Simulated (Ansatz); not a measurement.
We consider zinc-blende AlSb, described by PBE-D3(BJ) (plane waves, PAW; Ansatz, a first-principles code).

Numerical settings: plane-wave cutoff 520 eV, 10×10×10 k mesh, Fermi–Dirac smearing 0.01 eV, scalar-relativistic PAW data made under PBE.

Computed points:

```json
[
 {"V (Å³/atom)": "27.319", "E − E_lowest (meV/atom)": "19.83"},
 {"V (Å³/atom)": "27.900", "E − E_lowest (meV/atom)": "8.49"},
 {"V (Å³/atom)": "28.481", "E − E_lowest (meV/atom)": "2.04"},
 {"V (Å³/atom)": "29.062", "E − E_lowest (meV/atom)": "0.00"},
 {"V (Å³/atom)": "29.643", "E − E_lowest (meV/atom)": "1.90"},
 {"V (Å³/atom)": "30.225", "E − E_lowest (meV/atom)": "7.34"},
 {"V (Å³/atom)": "30.806", "E − E_lowest (meV/atom)": "15.96"}
]
```

Task: Estimate the bulk modulus and its pressure derivative from these points.

Result: V0 = 29.062 Å³/atom, B0 = 54.3 GPa, B′ = 4.4 (fit to the energies at full precision).

Measured, for comparison: bulk modulus 58.2 GPa (temperature not stated, no zero-point or thermal correction; as tabulated in Toher et al. (2017), arXiv:1611.05714); equilibrium volume per atom 28.77 Å³/atom (low temperature, thermal expansion removed or low-temperature value; zero-point expansion not removed; as tabulated in Zhang et al. (2018), doi:10.1088/1367-2630/aac7f0). Computed (rounded) less measured: bulk modulus -7 %, equilibrium volume per atom +1.0 %.

Spin–orbit coupling is not included.

Computed values are for the static lattice.

The result took around 70 core-seconds (rough).
